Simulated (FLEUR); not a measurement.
# Re in FLEUR: single point with PBE

Aim: the single point of Re with PBE.

All numbers are computed with FLEUR MaX-R8.1 (later development tree); they aren't measurements. Logs are shortened: lines on timing, memory, paths and dates and some standing lists are left out, and cuts for length are marked.

## (1) The cell of the first run

The cell holds a slab with vacuum, 5 atoms: a = 2.793 Å, b = 2.793 Å, c = 24.122 Å, α = 90.00°, β = 90.00°, γ = 120.00°.

## (2) Single point, PBE (the (1 1 1) slab of Re, cut from the database cell, not relaxed)

Input file inp.xml:

```xml
<?xml version="1.0" encoding="UTF-8" standalone="no"?>
<fleurInput fleurInputVersion="0.39">
   <comment>
      Re                                                                                                  
   </comment>
   <calculationSetup>
      <cutoffs Kmax="3.8" Gmax="11.8" GmaxXC="11.8" numbands="0"/>
      <scfLoop itmax="90" minDistance="0.0001" maxIterBroyd="40" imix="Anderson" alpha="0.05" precondParam="0.8" spinf="2.0" sdNocoIR="T"/>
      <coreElectrons ctail="T" frcor="F" kcrel="0" coretail_lmax="0"/>
      <xcFunctional name="pbe" relativisticCorrections="F"/>
      <magnetism jspins="1"/>
      <soc l_soc="F" theta="0.0" phi="0.0" spav="F"/>
      <expertModes spex="0" secvar="F"/>
      <geometryOptimization l_f="T" forcealpha="1.0" forcemix="BFGS" epsdisp="0.0005" epsforce="0.0002"/>
      <ldaU l_linMix="F" mixParam="0.05" spinf="1.0"/>
   </calculationSetup>
   <cell>
      <bzIntegration valenceElectrons="145.0" mode="hist" fermiSmearingEnergy="0.00183747">
         <kPointListSelection listName="default-1"/>
         <!-- k-points included here -->
         <xi:include xmlns:xi="http://www.w3.org/2001/XInclude" href="kpts.xml"> </xi:include>
      </bzIntegration>
      <!-- symmetry operations included here -->
      <xi:include xmlns:xi="http://www.w3.org/2001/XInclude" href="sym.xml"> </xi:include>
      <filmLattice scale="1.0" dVac="22.8" dTilda="25.3">
         <bravaisMatrixFilm>
            <row-1>    5.2781407213204625     0.0000000000000000</row-1>
            <row-2>   -2.6390703605657451     4.5710039493941874</row-2>
         </bravaisMatrixFilm>
         <vacuumEnergyParameters vacuum="1" spinUp="-.25" spinDown="-.25"/>
      </filmLattice>
   </cell>
   <atomSpecies>
      <species name="Rhenium (Re)" element="Re" atomicNumber="75">
         <mtSphere radius="2.38" gridPoints="787" logIncrement="0.017"/>
         <atomicCutoffs lmax="10" lnonsphr="8"/>
         <electronConfig flipSpins="F">
            <coreConfig>(1s1/2) (2s1/2) (2p1/2) (2p3/2) (3s1/2) (3p1/2) (3p3/2) (4s1/2) (3d3/2) (3d5/2) (4p1/2) (4p3/2) (4d3/2) (4d5/2)</coreConfig>
            <valenceConfig>(5s1/2) (5p1/2) (5p3/2) (6s1/2) (4f5/2) (4f7/2) (5d3/2) (5d5/2)</valenceConfig>
            <stateOccupation state="(5d3/2)" spinUp="1.000000" spinDown="1.000000"/>
            <stateOccupation state="(5d5/2)" spinUp="1.500000" spinDown="1.500000"/>
         </electronConfig>
         <energyParameters s="6" p="6" d="5" f="4"/>
         <lo type="SCLO" l="0" n="5" eDeriv="0"/>
         <lo type="SCLO" l="1" n="5" eDeriv="0"/>
         <lo type="SCLO" l="2" n="5" eDeriv="2"/>
         <lo type="SCLO" l="3" n="4" eDeriv="2"/>
      </species>
   </atomSpecies>
   <atomGroups>
      <atomGroup species="Rhenium (Re)">
         <filmPos label="                   1">-1.000/3.000 1.000/3.000 -8.6191676825</filmPos>
         <filmPos label="                   5">1.000/3.000 -1.000/3.000 8.6191677281</filmPos>
         <force calculate="T" relaxXYZ="TTT"/>
      </atomGroup>
      <atomGroup species="Rhenium (Re)">
         <filmPos label="                   2">1.000/3.000 -1.000/3.000 -4.3095838299</filmPos>
         <filmPos label="                   4">-1.000/3.000 1.000/3.000 4.3095838754</filmPos>
         <force calculate="T" relaxXYZ="TTT"/>
      </atomGroup>
      <atomGroup species="Rhenium (Re)">
         <filmPos label="                   3">.0000000000 .0000000000 .0000000228</filmPos>
         <force calculate="T" relaxXYZ="TTT"/>
      </atomGroup>
   </atomGroups>
   <output dos="F" band="F" slice="F">
      <checks vchk="F" cdinf="F"/>
      <bandDOS minEnergy="-.5*Htr" maxEnergy="0.5*Htr" sigma="0.015" storeEVData="T"/>
      <vacuumDOS vacdos="F" integ="F" star="F" nstars="0" locx1="0.0" locy1="0.0" locx2="0.0" locy2="0.0" nstm="0" tworkf="0.0"/>
      <unfoldingBand unfoldBand="F" supercellX="1" supercellY="1" supercellZ="1"/>
      <plotting iplot="0" polar="F">
         <plot TwoD="T" vec1="  1.0  0.0  0.0" vec2="  0.0  1.0  0.0" vec3="  0.0  0.0  1.0" zero="  0.0  0.0 -0.5" file="plot"/>
      </plotting>
      <chargeDensitySlicing numkpt="0" minEigenval="0.0" maxEigenval="0.0" nnne="0" pallst="F"/>
      <specialOutput eonly="F"/>
      <moessbauerParams electricFieldGradient="T" isomerShift="T" coreHyperfine="T" valenceHyperfine="T"/>
      <magneticCircularDichroism mcd="F" energyLo="-10.0" energyUp="0.0"/>
   </output>
  <!-- We include the file relax.xml here to enable relaxations (see documentation) -->
  <xi:include xmlns:xi="http://www.w3.org/2001/XInclude" href="relax.xml"> <xi:fallback/> </xi:include>
</fleurInput>
```

Input file crystal.txt:

```
Re
&input film=T /
2.7930717857  0.0000000000  0.0000000000
-1.3965358928  2.4188711210  0.0000000000
0.0000000000  0.0000000000  24.1221342532
1.8897261246
1.0 1.0 1.0

5
75 0.6666666667  0.3333333333  -8.6191676825
75 0.3333333333  0.6666666667  -4.3095838299
75 0.0000000000  0.0000000000  0.0000000228
75 0.6666666667  0.3333333333  4.3095838754
75 0.3333333333  0.6666666667  8.6191677281

&kpt div1=11 div2=11 div3=1 gamma=T /
```

Potentials or basis: all-electron, FLAPW.

The run is started by

```bash
$ inpgen -f crystal.txt -profile fastHighL
$ # inp.xml edited to the form shown
$ mpirun -n 4 fleur_MPI
```

What it wrote:

```text
Welcome to FLEUR        (www.flapw.de)
      MaX-Release 8.1          (www.max-centre.eu)

 ========== k-point set info ==========
 Selected k-point list: default-1
 k-point list type: mesh
 11 x 11 x 1
 Number of k points: 16

 ------------Calculation Setup---------------------------
 Number of MPI-tasks      :            4
 Number of PE/node        :            4
 Number of OMP-threads    :            1
 k-points in parallel     :            4
 pe's per k-point         :            1
 No of k-point loops      :            4
 Eigenvalue solver        :       lapack
 Number of basis functions:          718
 Approximate size of matrices (H+S) per k-point:         0.008 GB
 --------------------------------------------------------
 Iteration:     1   Distance:      18.24445507 me/bohr^3
 Iteration:     2   Distance:      15.52205227 me/bohr^3
 Iteration:     3   Distance:      11.17176831 me/bohr^3
 Iteration:     4   Distance:       6.55655423 me/bohr^3
 Iteration:     5   Distance:       4.07612627 me/bohr^3
 Iteration:     6   Distance:       2.21757575 me/bohr^3
 Iteration:     7   Distance:       1.51298835 me/bohr^3
 Iteration:     8   Distance:       1.06449011 me/bohr^3
 Iteration:     9   Distance:       0.86853936 me/bohr^3
 Iteration:    10   Distance:       0.32908507 me/bohr^3
[... 8 lines left out ...]
 Iteration:    19   Distance:       0.00688855 me/bohr^3
 Iteration:    20   Distance:       0.00431616 me/bohr^3
 Iteration:    21   Distance:       0.00273384 me/bohr^3
 Iteration:    22   Distance:       0.00156268 me/bohr^3
 Iteration:    23   Distance:       0.00129880 me/bohr^3
 Iteration:    24   Distance:       0.00072322 me/bohr^3
 Iteration:    25   Distance:       0.00054930 me/bohr^3
 Iteration:    26   Distance:       0.00014672 me/bohr^3
 Iteration:    27   Distance:       0.00015783 me/bohr^3
 Iteration:    28   Distance:       0.00008459 me/bohr^3

 Reset of history

 ********************************************************************
 Run finished successfully
 Stop message:
   Structural relaxation: new displacements generated
 ********************************************************************
```

Wall time 90 s (4 MPI ranks of Arm Neoverse V1, shared host).

Results:

- Free energy: -2274600.1970 eV
- Largest force: 1.487 eV/Å
- Band gap on the k mesh: none (metal or under the smearing width)
- Valence electrons inside the program's atomic spheres: Re 26.56, 26.69 (radii Re 2.38 bohr)
- Work function of the upper face: 5.25 eV
- Work function of the lower face: 5.25 eV

Forces in eV/Å, atoms in the order of the input:
```
Re   0.000  0.000  1.487
Re   0.000  0.000 -1.278
Re   0.000  0.000  0.000
Re   0.000  0.000  1.278
Re   0.000  0.000 -1.487
```

Core levels (eV from the Fermi level):
| atom | levels |
| --- | --- |
| 1 Re | 1s1/2 -71558.9, 2s1/2 -12394.1, 2p1/2 -11857.6, 2p3/2 -10417.7, 3s1/2 -2865.5, 3p1/2 -2626.4, 3p3/2 -2313.7, 4s1/2 -594.0, 3d3/2 -1912.8, 3d5/2 -1844.9, 4p1/2 -494.3, 4p3/2 -421.3, 4d3/2 -257.8, 4d5/2 -244.4 |
| 2 Re | 1s1/2 -71559.0, 2s1/2 -12394.1, 2p1/2 -11857.6, 2p3/2 -10417.7, 3s1/2 -2865.5, 3p1/2 -2626.4, 3p3/2 -2313.7, 4s1/2 -594.1, 3d3/2 -1912.9, 3d5/2 -1845.0, 4p1/2 -494.3, 4p3/2 -421.4, 4d3/2 -257.9, 4d5/2 -244.4 |
| 3 Re | 1s1/2 -71559.0, 2s1/2 -12394.1, 2p1/2 -11857.6, 2p3/2 -10417.7, 3s1/2 -2865.5, 3p1/2 -2626.4, 3p3/2 -2313.7, 4s1/2 -594.1, 3d3/2 -1912.9, 3d5/2 -1845.0, 4p1/2 -494.4, 4p3/2 -421.4, 4d3/2 -257.9, 4d5/2 -244.4 |
| 4 Re | 1s1/2 -71559.0, 2s1/2 -12394.1, 2p1/2 -11857.6, 2p3/2 -10417.7, 3s1/2 -2865.5, 3p1/2 -2626.4, 3p3/2 -2313.7, 4s1/2 -594.1, 3d3/2 -1912.9, 3d5/2 -1845.0, 4p1/2 -494.3, 4p3/2 -421.4, 4d3/2 -257.9, 4d5/2 -244.4 |
| 5 Re | 1s1/2 -71558.9, 2s1/2 -12394.1, 2p1/2 -11857.6, 2p3/2 -10417.7, 3s1/2 -2865.5, 3p1/2 -2626.4, 3p3/2 -2313.7, 4s1/2 -594.0, 3d3/2 -1912.8, 3d5/2 -1844.9, 4p1/2 -494.3, 4p3/2 -421.3, 4d3/2 -257.8, 4d5/2 -244.4 |

Spin-orbit coupling is left out, which matters for the levels of Re.
